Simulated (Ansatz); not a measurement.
InGaAs2:

```
In As Ga
1.0
     4.22500    0.00000    0.00000
     0.00000    4.22500    0.00000
     0.00000    0.00000    5.96215
In As Ga
1 2 1
Direct
  0.00000 0.00000 0.50000
  0.00000 0.50000 0.23153
  0.50000 0.00000 0.76848
  0.50000 0.50000 0.00000
```

The cell comes from a database or a generator and needn't be the stable form of this composition.

Base run:

- Program: Ansatz 0.2.0
- Functional: r2SCAN
- Potentials or basis: Ansatz PAW
- Cutoff: 500 eV (not typed: the program's choice for these potentials)
- k mesh: 6 × 6 × 5
- Occupations: fermi-dirac, width 0.05 eV
- Spin: no spin polarisation

Its results: band gap on the k mesh none (metal or under the smearing width); pressure -2.3 GPa; largest force 0.060 eV/Å.

Task: The run is repeated on the same cell with these changes: functional from r2SCAN to LDA; cutoff from 500 eV (not typed: the program's choice for these potentials) to 420 eV (not typed: the program's choice for these potentials). What comes out?

Result: Band gap on the k mesh none (metal or under the smearing width); pressure -4.3 GPa; largest force 0.019 eV/Å.

Caveats: spin-orbit coupling is left out, which moves the levels of the heavy elements; the PAW data sets come from PBE, with cores solved anew for the run's functional, which leaves a small shift of forces and pressure.
